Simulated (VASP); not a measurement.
Here is a VASP 6.6.1 calculation.

The input INCAR:

```
SYSTEM = CdS
PREC = Accurate
ENCUT = 520
EDIFF = 1E-6
ISMEAR = -1
SIGMA = 0.05
LREAL = .FALSE.
LASPH = .TRUE.
NELM = 80
ALGO = Normal
ISIF = 2
LWAVE = .FALSE.
LCHARG = .FALSE.
GGA = PE
NBANDS = 16
```

KPOINTS

```
regular mesh
0
G
  8 8 8
  0 0 0
```

The input POSCAR:

```
CdS
1.0
    0.0000000000      2.7714779354      2.7714779354
    2.7714779354      0.0000000000      2.7714779354
    2.7714779354      2.7714779354      0.0000000000
Cd S
1 1
Direct
    0.0000000000      0.0000000000      0.0000000000
    0.5000000000      0.5000000000      0.5000000000
```

Potentials or basis: VASP PAW PBE potentials, release 64 (Cd, S).

Launch:

```sh
$ cat potpaw_PBE.64/Cd/POTCAR potpaw_PBE.64/S/POTCAR > POTCAR
$ mpirun -np 1 vasp_std > vasp.out
```

Estimate the pressure.

-1.4 GPa.

Estimate the band gap on the k mesh.

0.26 eV, indirect (least direct gap 1.41 eV).

A k mesh can miss the band edges.
